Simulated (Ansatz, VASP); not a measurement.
## One calculation of PbS, two programs

Contents of INCAR:

```
  PREC = Accurate
  ENCUT = 520
  EDIFF = 1E-7
  ISMEAR = -1
  SIGMA = 0.05
  LREAL = F
  LASPH = T
  NELM = 80
  ALGO = Normal
  ISIF = 2
  LWAVE = F
  LCHARG = F
  GGA = PS
  NBANDS = 28
```

KPOINTS

```
regular mesh
0
Gamma
  7 7 6
```

File POSCAR:

```
PbS
1.0
    2.0937276176     -6.0309754840      0.0000000000
    2.0937276176      6.0309754840      0.0000000000
    0.0000000000      0.0000000000      4.3076616397
Pb S
2 2
Direct
    0.1305633500      0.8694366500      0.2500000000
    0.8694366500      0.1305633500      0.7500000000
    0.3547970900      0.6452029100      0.2500000000
    0.6452029100      0.3547970900      0.7500000000
```

Contents of input.yaml:

```yaml
crystal:
  lattice:
    - [2.0937276176, -6.030975484, 0.0]
    - [2.0937276176, 6.030975484, 0.0]
    - [0.0, 0.0, 4.3076616397]
  atoms:
    - { symbol: Pb, position: [0.13056335, 0.86943665, 0.25] }
    - { symbol: Pb, position: [0.86943665, 0.13056335, 0.75] }
    - { symbol: S, position: [0.35479709, 0.64520291, 0.25] }
    - { symbol: S, position: [0.64520291, 0.35479709, 0.75] }
hamiltonian:
  xc: pbesol
  pseudopotentials: { kind: paw }
kpoints:
  mp_grid: { grid: [7, 7, 6] }
scf:
  occupations: { method: fermi_dirac, width: 0.05 }
output:
  forces: true
  stress: true
  eigenvalues: true
  write_density: true
  write_potential: true
  elf: true
  volumetric_format: npy
```

Change from the starting cell: volume scaled by 1.02.

Alike in both runs: task single point; functional PBEsol; k mesh 7 × 7 × 6; occupations fermi-dirac, width 0.05 eV; no spin polarisation.

|  | VASP | Ansatz |
| --- | --- | --- |
| version | VASP 6.6.1 | Ansatz 0.2.0 |
| potentials or method | VASP PAW PBE potentials, release 64 (Pb_d, S) | Ansatz PAW |
| plane-wave cutoff (eV) | 520 | 420 |
| valence electrons in the cell | 40 | 40 |

```tsv
	VASP	Ansatz	Ansatz less VASP
gap on the k mesh at the Fermi level (eV)	1.20	1.20	0.000
least direct gap on the mesh (eV)	1.33	1.33	-0.001
pressure (GPa)	-2.8	-2.8	+0.04
largest component of the traceless stress (GPa)	0.38	0.39	+0.015
rms of the force components (eV/Å)	0.067	0.066	-0.0005
```

Atom by atom the forces differ by 0.001 eV/Å (rms over components). With one functional, cell and mesh, what is left measures potentials, basis and numerics.

Caveats: spin-orbit coupling is left out, which as a rule narrows the gap of such compounds by several tenths of an eV; the PAW data sets were made with another functional, which shifts forces and pressure a little (VASP); an odd mesh through Γ misses points on the zone boundary, where band edges often lie (VASP); odd divisions of the mesh miss points on the zone boundary, where band edges often lie, so the gap on the mesh can be too wide (Ansatz); the PAW data sets come from PBE, with cores solved anew for the run's functional, which leaves a small shift of forces and pressure (Ansatz).
